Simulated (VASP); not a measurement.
Here is a VASP 6.6.1 calculation.

Contents of INCAR:

```
SYSTEM = Hf
PREC = Accurate
ENCUT = 600
EDIFF = 1E-6
ISMEAR = 0
SIGMA = 0.1
LREAL = .FALSE.
LASPH = .TRUE.
NELM = 100
ALGO = Normal
ISIF = 3
LWAVE = .FALSE.
LCHARG = .FALSE.
GGA = PS
IBRION = 2
NSW = 90
EDIFFG = -0.04
```

The input KPOINTS:

```
Automatic mesh
0
G
  6 6 4
  0 0 0
```

The input POSCAR:

```
Hf
1.0
    4.1083145766      0.0000000000      0.0000000000
   -2.0541572884      3.5579047901      0.0000000000
    0.0000000000      0.0000000000      4.6610204125
Hf
3
Direct
    0.2254000000      0.0000000000      0.3333333333
    0.0000000000      0.2254000000      0.6666666667
    0.7746000000      0.7746000000      0.0000000000
```

Potentials or basis: VASP PAW PBE potentials, release 64 (Hf_pv).

Run with:

```bash
$ cat potpaw_PBE.64/Hf_pv/POTCAR > POTCAR
$ mpirun -np 1 vasp_std > vasp.out
```

(1) Predict the band gap on the k mesh.

(2) Predict the relaxed cell.

(3) Predict the relaxed volume.

(4) Predict the space group after relaxing (to 0.05 Å).

## Answers

(1) none (metal or under the smearing width).

(2) a = 3.119 Å, b = 3.119 Å, c = 7.628 Å, α = 90.00°, β = 90.00°, γ = 120.00°.

(3) 21.42 Å³/atom.

(4) Fm-3m (No. 225).

Caveat: the PAW data sets were made with another functional, which shifts forces and pressure a little.
